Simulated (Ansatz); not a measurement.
System: BeS (honeycomb bilayer).

The cell holds 4 atoms: 2 Be and 2 S. Cell: a = 3.428 Å, b = 3.428 Å, c = 29.600 Å, α = 90.0°, β = 90.0°, γ = 120.0°. Regions: layer 1 (BeS-hc), 2 atoms (1 Be and 1 S); layer 2 (BeS-hc), 2 atoms (1 Be and 1 S). Vacuum lies along c.

```xyz
4
Lattice="3.4280 0.0000 0.0000 -1.7140 2.9687 0.0000 0.0000 0.0000 29.6000" Properties=species:S:1:pos:R:3
Be    0.0000    1.9791   13.3158
S     1.7140    0.9896   13.2035
Be    1.7140    0.9896   16.1696
S     0.0000    0.0000   16.3965
```

The structure was relaxed with PBEsol-D3(BJ). The runs that relaxed it are not among those shown. PAW set soft_2, made with PBE.

Gaps computed with Ansatz 0.2.0 without a self-energy: PBEsol 3.50 eV, PBEsol+SOC 3.50 eV and HSE06 4.66 eV.

**Question.** What gap should G0W0 on PBEsol give (6×6×1 mesh, 444 empty bands, screening to 75 eV, default PAW files)?

About 5.61 eV: on its mesh the run moves the gap from 3.50 eV by +2.11 eV. Among the scalar-relativistic levels given, HSE06 is nearest (−0.95 eV). Bands and cutoff are finite, so the gap is not at the basis limit. The miss can reach some tenths of an eV and take either sign; the mesh is an error of its own. The mesh in the plane is coarse for a sheet; gap and any exciton binding can still move on denser ones.

[Paths, hosts, dates, memory and timing lines, banners, echoed tables and standing remarks are left out of the program output.]

[Logs are printed without paths, hosts, clocks, repeated set-up lines and the standing remarks that a program may print on its own settings, such as how far it seeks lower states.]

[Runs of the session that timed out or met a known fault of the program may be left out.]

[Cells called generated may have been cut or substituted from an entry of the Crystallography Open Database or the Materials Project.]

[Hosts, paths, dates, database ids (printed as entryN), source tags and the programs' standing remarks are cut or masked in the printed files.]
